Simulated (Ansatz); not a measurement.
Crystal: In.

```
In
1.0
     3.37691    0.00000    0.00000
     0.24723    3.36784    0.00000
    -1.81207   -1.68392    2.29876
In
1
Direct
  0.00000 0.00000 0.00000
```

The cell isn't the ideal one: another cell of the same crystal, with 1 atom.

Base run:

| Item | Value |
| --- | --- |
| Program | Ansatz 0.2.0 |
| Functional | RPBE |
| Potentials or basis | Ansatz PAW |
| Cutoff | 420 eV |
| Density cutoff | 1680 eV |
| k mesh | 11 × 11 × 11 |
| Occupations | gaussian, width 0.02 eV |
| Spin | no spin polarisation |

Its results: band gap on the k mesh none (metal or under the smearing width); pressure 3.7 GPa.

**Question.** The run is repeated on the same cell with these changes: functional from RPBE to LDA; occupations from gaussian, width 0.02 eV to gaussian, width 0.05 eV. What comes out?

**Answer.** Band gap on the k mesh none (metal or under the smearing width); pressure -2.6 GPa.

Caveats: the PAW data sets come from PBE, with cores solved anew for the run's functional, which leaves a small shift of forces and pressure; the potentials were made for another functional, which shifts forces and pressure (some runs).

Not every run made on this cell is shown here.
